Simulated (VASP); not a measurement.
CdS:

```
Cd S
1.0
     0.00000    2.94295    2.94295
     2.94295    0.00000    2.94295
     2.94295    2.94295    0.00000
Cd S
1 1
Direct
  0.00000 0.00000 0.00000
  0.75000 0.75000 0.75000
```

The cell is a database's computed one.

| Quantity | Value |
| --- | --- |
| Program | VASP 6.6.1 |
| Task | relaxation of cell and atoms |
| Functional | LDA |
| Potentials or basis | VASP PAW LDA potentials, release 64 (Cd, S) |
| Cutoff | 600 eV |
| k mesh | 8 × 8 × 8 |
| Occupations | gaussian, width 0.02 eV |
| Spin | no spin polarisation |

At the start: pressure -3.5 GPa; volume 25.49 Å³/atom.

Task: How do energy, volume and symmetry change on relaxing?

Result: Over 3 steps the energy falls by 16.9 meV/atom and the volume is 24.03 Å³/atom (-5.7 %); space group F-43m (No. 216, to 0.05 Å).

Step by step:
| step | energy change (eV) | largest force (eV/Å) | pressure (GPa) | volume (Å³) |
| --- | --- | --- | --- | --- |
| 1 | 0.0000 | 0.0000 | -3.51 | 50.98 |
| 2 | -0.0285 | 0.0000 | 1.64 | 46.97 |
| 3 | -0.0339 | 0.0000 | 0.00 | 48.05 |

Final structure:
```cif
data_structure
_symmetry_space_group_name_H-M 'P 1'
_symmetry_Int_Tables_number 1
_cell_length_a 4.0807
_cell_length_b 4.0807
_cell_length_c 4.0807
_cell_angle_alpha 60.000
_cell_angle_beta 60.000
_cell_angle_gamma 60.000
_cell_volume 48.05
loop_
_atom_site_label
_atom_site_type_symbol
_atom_site_fract_x
_atom_site_fract_y
_atom_site_fract_z
_atom_site_occupancy
Cd1 Cd 0.00000 0.00000 0.00000 1
S1 S 0.75000 0.75000 0.75000 1
```
